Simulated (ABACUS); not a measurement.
# C in ABACUS: the effect of exact exchange share

Crystal: C.

```xyz
2
Lattice="0.0000 1.7834 1.7834 1.7834 0.0000 1.7834 1.7834 1.7834 0.0000" Properties=species:S:1:pos:R:3 pbc="T T T"
C     2.6751    2.6751    2.6751
C     1.7834    1.7834    1.7834
```

This isn't the form of C at room conditions, which is graphite.

Alike in all runs:

```yaml
Program: ABACUS 3.10.1
Task: single point
Potentials_or_basis: SG15 ONCV 1.2 PBE
Cutoff: 1361 eV
Density_cutoff: 5442 eV
Basis: DZP LCAO (the cutoffs set its grid)
k_mesh: 6 × 6 × 6
Occupations: fermi-dirac, width 0.05 eV
Spin: no spin polarisation
```

```csv
exact exchange share,functional,gap on the mesh (eV)
0.1,PBE0-type (share 0.1),4.96
0.25,PBE0-type (share 0.25),6.10
0.4,PBE0-type (share 0.4),?
```

Q: What does the run with exact exchange share 0.4 give?

A: gap on the mesh 7.26 eV.

Caveats: all runs use coarse meshes; the atomic orbitals were generated for these runs and aren't a published set; gaps of hybrids in this basis differ from plane-wave ones by up to 0.1 eV; the basis of atomic orbitals isn't converged, which shifts pressures, moduli and gaps.

A k mesh can miss the band edges.
